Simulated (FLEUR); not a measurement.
Ti: equation of state with PBEsol

Crystal: Ti.

```xyz
1
Lattice="0.0000 2.0300 2.0300 2.0300 0.0000 2.0300 2.0300 2.0300 0.0000" Properties=species:S:1:pos:R:3 pbc="T T T"
Ti    0.0000    0.0000    0.0000
```

This isn't the form of Ti at room conditions, which is hcp.

* Program: FLEUR MaX-R8.1 (later development tree)
* Task: equation of state
* Functional: PBEsol
* Potentials or basis: all-electron
* Basis: FLAPW
* Kmax: 4.1 1/bohr
* k mesh: 11 × 11 × 11
* Occupations: fermi-dirac, width 0.05 eV
* Spin: no spin polarisation
* Gmax: 12.7 1/bohr
* Muffin-tin radii: Ti 2.46 bohr
* lmax: Ti 10
* lnonsphr: Ti 10
* Local orbitals a species: Ti 5

- Equilibrium volume: 16.65 Å³/atom
- Bulk modulus: 114 GPa
- Pressure derivative of the bulk modulus: 3.5

Energy against volume, from the lowest point:
```tsv
volume (Å³/atom)	energy (meV/atom)
15.727	19.77
16.062	7.71
16.396	1.28
16.731	0.00
17.065	3.39
17.400	11.06
17.735	22.65
```
